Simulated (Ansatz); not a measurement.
# Si: the cost of one run

Method: DFT PBE, scalar-relativistic, plane waves, PAW, in Ansatz 0.2.0.

The COD entry's cell or inner coordinates are ideal or old and differ from later refinements, so a difference from it is no clean test against experiment.

**1. Starting point**

Symmetry: Fd-3m, No. 227, cubic system. Conventional cell: a = 5.427 Å, b = 5.427 Å, c = 5.427 Å, α = 90.00°, β = 90.00°, γ = 90.00°. Si (site symmetry -43m) is surrounded by 4 Si at 2.35 Å.

Structure file:

```
Si
1.0
     0.00000    8.14068    8.14068
     8.14068    0.00000    8.14068
     8.14068    8.14068    0.00000
Si
54
Direct
  0.25000 0.25000 0.25000
  0.25000 0.25000 0.58333
  0.25000 0.25000 0.91667
  0.25000 0.58333 0.25000
  0.25000 0.58333 0.58333
  0.25000 0.58333 0.91667
  0.25000 0.91667 0.25000
  0.25000 0.91667 0.58333
  0.25000 0.91667 0.91667
  0.58333 0.25000 0.25000
  0.58333 0.25000 0.58333
  0.58333 0.25000 0.91667
  0.58333 0.58333 0.25000
  0.58333 0.58333 0.58333
  0.58333 0.58333 0.91667
  0.58333 0.91667 0.25000
  0.58333 0.91667 0.58333
  0.58333 0.91667 0.91667
  0.91667 0.25000 0.25000
  0.91667 0.25000 0.58333
  0.91667 0.25000 0.91667
  0.91667 0.58333 0.25000
  0.91667 0.58333 0.58333
  0.91667 0.58333 0.91667
  0.91667 0.91667 0.25000
  0.91667 0.91667 0.58333
  0.91667 0.91667 0.91667
  0.16667 0.16667 0.16667
  0.16667 0.16667 0.50000
  0.16667 0.16667 0.83333
  0.16667 0.50000 0.16667
  0.16667 0.50000 0.50000
  0.16667 0.50000 0.83333
  0.16667 0.83333 0.16667
  0.16667 0.83333 0.50000
  0.16667 0.83333 0.83333
  0.50000 0.16667 0.16667
  0.50000 0.16667 0.50000
  0.50000 0.16667 0.83333
  0.50000 0.50000 0.16667
  0.50000 0.50000 0.50000
  0.50000 0.50000 0.83333
  0.50000 0.83333 0.16667
  0.50000 0.83333 0.50000
  0.50000 0.83333 0.83333
  0.83333 0.16667 0.16667
  0.83333 0.16667 0.50000
  0.83333 0.16667 0.83333
  0.83333 0.50000 0.16667
  0.83333 0.50000 0.50000
  0.83333 0.50000 0.83333
  0.83333 0.83333 0.16667
  0.83333 0.83333 0.50000
  0.83333 0.83333 0.83333
```

The runs take a perfect supercell of 54 atoms; the defect goes to fractional position (0.417, 0.667, 0.417).

**2. The perfect supercell**

Input file input.yaml:

```yaml
crystal:
  lattice:
    - [0.0, 8.14068, 8.14068]
    - [8.14068, 0.0, 8.14068]
    - [8.14068, 8.14068, 0.0]
  atoms:
    - { symbol: Si, position: [0.25, 0.25, 0.25] }
    - { symbol: Si, position: [0.25, 0.25, 0.583333] }
    - { symbol: Si, position: [0.25, 0.25, 0.916667] }
    - { symbol: Si, position: [0.25, 0.583333, 0.25] }
    - { symbol: Si, position: [0.25, 0.583333, 0.583333] }
    - { symbol: Si, position: [0.25, 0.583333, 0.916667] }
    - { symbol: Si, position: [0.25, 0.916667, 0.25] }
    - { symbol: Si, position: [0.25, 0.916667, 0.583333] }
    - { symbol: Si, position: [0.25, 0.916667, 0.916667] }
    - { symbol: Si, position: [0.583333, 0.25, 0.25] }
    - { symbol: Si, position: [0.583333, 0.25, 0.583333] }
    - { symbol: Si, position: [0.583333, 0.25, 0.916667] }
    - { symbol: Si, position: [0.583333, 0.583333, 0.25] }
    - { symbol: Si, position: [0.583333, 0.583333, 0.583333] }
    - { symbol: Si, position: [0.583333, 0.583333, 0.916667] }
    - { symbol: Si, position: [0.583333, 0.916667, 0.25] }
    - { symbol: Si, position: [0.583333, 0.916667, 0.583333] }
    - { symbol: Si, position: [0.583333, 0.916667, 0.916667] }
    - { symbol: Si, position: [0.916667, 0.25, 0.25] }
    - { symbol: Si, position: [0.916667, 0.25, 0.583333] }
    - { symbol: Si, position: [0.916667, 0.25, 0.916667] }
    - { symbol: Si, position: [0.916667, 0.583333, 0.25] }
    - { symbol: Si, position: [0.916667, 0.583333, 0.583333] }
    - { symbol: Si, position: [0.916667, 0.583333, 0.916667] }
    - { symbol: Si, position: [0.916667, 0.916667, 0.25] }
    - { symbol: Si, position: [0.916667, 0.916667, 0.583333] }
    - { symbol: Si, position: [0.916667, 0.916667, 0.916667] }
    - { symbol: Si, position: [0.166667, 0.166667, 0.166667] }
    - { symbol: Si, position: [0.166667, 0.166667, 0.5] }
    - { symbol: Si, position: [0.166667, 0.166667, 0.833333] }
    - { symbol: Si, position: [0.166667, 0.5, 0.166667] }
    - { symbol: Si, position: [0.166667, 0.5, 0.5] }
    - { symbol: Si, position: [0.166667, 0.5, 0.833333] }
    - { symbol: Si, position: [0.166667, 0.833333, 0.166667] }
    - { symbol: Si, position: [0.166667, 0.833333, 0.5] }
    - { symbol: Si, position: [0.166667, 0.833333, 0.833333] }
    - { symbol: Si, position: [0.5, 0.166667, 0.166667] }
    - { symbol: Si, position: [0.5, 0.166667, 0.5] }
    - { symbol: Si, position: [0.5, 0.166667, 0.833333] }
    - { symbol: Si, position: [0.5, 0.5, 0.166667] }
    - { symbol: Si, position: [0.5, 0.5, 0.5] }
    - { symbol: Si, position: [0.5, 0.5, 0.833333] }
    - { symbol: Si, position: [0.5, 0.833333, 0.166667] }
    - { symbol: Si, position: [0.5, 0.833333, 0.5] }
    - { symbol: Si, position: [0.5, 0.833333, 0.833333] }
    - { symbol: Si, position: [0.833333, 0.166667, 0.166667] }
    - { symbol: Si, position: [0.833333, 0.166667, 0.5] }
    - { symbol: Si, position: [0.833333, 0.166667, 0.833333] }
    - { symbol: Si, position: [0.833333, 0.5, 0.166667] }
    - { symbol: Si, position: [0.833333, 0.5, 0.5] }
    - { symbol: Si, position: [0.833333, 0.5, 0.833333] }
    - { symbol: Si, position: [0.833333, 0.833333, 0.166667] }
    - { symbol: Si, position: [0.833333, 0.833333, 0.5] }
    - { symbol: Si, position: [0.833333, 0.833333, 0.833333] }
basis:
  ecutwfc: 420
  fft_grid_basis: typed
kpoints:
  mp_grid: { grid: [1, 1, 1] }
hamiltonian:
  xc: pbe
  pseudopotentials: { kind: paw }
scf:
  occupations: { method: gaussian, width: 0.05 }
output:
  forces: true
  stress: false
  eigenvalues: true
  bader: false
  write_density: true
  volumetric_format: npy
```

Command:

```bash
> ansatz run input.yaml --threads 4 --pin off --max-ram 10240MiB --backend cpu --events-out ev --progress --plain --runs-dir out
```

**Question.** How long does this run take on 4 threads of Arm Neoverse N1, shared host, and how much memory does it need?

About 5.7 s, with a peak of 0.94 GiB.
